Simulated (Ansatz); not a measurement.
A relaxation computed with Ansatz, from input to last step.

```yaml
crystal:
  lattice:
    - [3.9626340206, 0.0, 0.0]
    - [-1.9813170103, 3.4317417277, 0.0]
    - [0.0, 0.0, 4.8469723029]
  atoms:
    - { symbol: Te, position: [0.3333333333, 0.6666666667, 0.2753941412] }
    - { symbol: Te, position: [0.6666666667, 0.3333333333, 0.7246058588] }
    - { symbol: Pt, position: [0.0, 0.0, 0.0] }
basis:
  ecutwfc: 420
kpoints:
  mp_grid: { grid: [12, 12, 8] }
hamiltonian:
  xc: pbe
  dispersion: d3bj
scf:
  occupations: { method: gaussian, width: 0.1 }
output:
  forces: true
  stress: true
  eigenvalues: true
relax:
  adjacent_minimum: "off"
  f_tol: 0.01
  max_steps: 30
  cell: { stress_tol: 0.1, fix: [volume] }
```

```bash
ansatz run input.yaml --threads 1 --pin off --max-ram 2560MiB --backend cpu --events-out ev --progress --plain --runs-dir out
```

Theory: Ansatz 0.2.0, DFT PBE+D3(BJ), scalar-relativistic, plane waves, PAW.

The volume is held at 0.91 times that of the relaxed cell.

Of 4 frames 3 are shown, positions in Å and forces in eV/Å; the SCF threshold varies from step to step. Steps run on the plane waves of an earlier cell, with a Pulay correction in the pressure. The basis is chosen afresh for the last frame, the zero of the energies, and at times for earlier ones too; energy and pressure step there, also at an unchanged geometry. The mark taken_back stands on steps that the optimiser undid.

```xyz
3
Lattice="3.9626 0.0000 0.0000 -1.9813 3.4317 0.0000 0.0000 0.0000 4.8470" Properties=species:S:1:pos:R:3:forces:R:3 pbc="T T T" step=1 free_energy_over_end_meV_per_atom=2.26 pressure_GPa=9.94
Te    0.0000    2.2878    1.3348    0.0000    0.0000    0.2799
Te    1.9813    1.1439    3.5121    0.0000    0.0000   -0.2799
Pt    0.0000    0.0000    0.0000    0.0000    0.0000    0.0000
3
Lattice="3.9883 0.0000 0.0000 -1.9942 3.4540 0.0000 0.0000 0.0000 4.7847" Properties=species:S:1:pos:R:3:forces:R:3 pbc="T T T" step=2 free_energy_over_end_meV_per_atom=22.82 pressure_GPa=6.82 taken_back
Te    0.0000    2.3027    1.3997    0.0000    0.0000   -1.0353
Te    1.9942    1.1513    3.3850    0.0000    0.0000    1.0353
Pt    0.0000    0.0000    0.0000    0.0000    0.0000    0.0000
3
Lattice="3.9796 0.0000 0.0000 -1.9898 3.4464 0.0000 0.0000 0.0000 4.8058" Properties=species:S:1:pos:R:3:forces:R:3 pbc="T T T" step=4 free_energy_over_end_meV_per_atom=0.00 pressure_GPa=8.92
Te    0.0000    2.2976    1.3404    0.0000    0.0000    0.0005
Te    1.9898    1.1488    3.4654    0.0000    0.0000   -0.0005
Pt    0.0000    0.0000    0.0000    0.0000    0.0000    0.0000
```

It took 50 s on 1 thread of Arm Neoverse V2, on a shared host, peak memory 0.49 GiB.

Spin–orbit coupling is left out, which can shift energies with elements as heavy as these.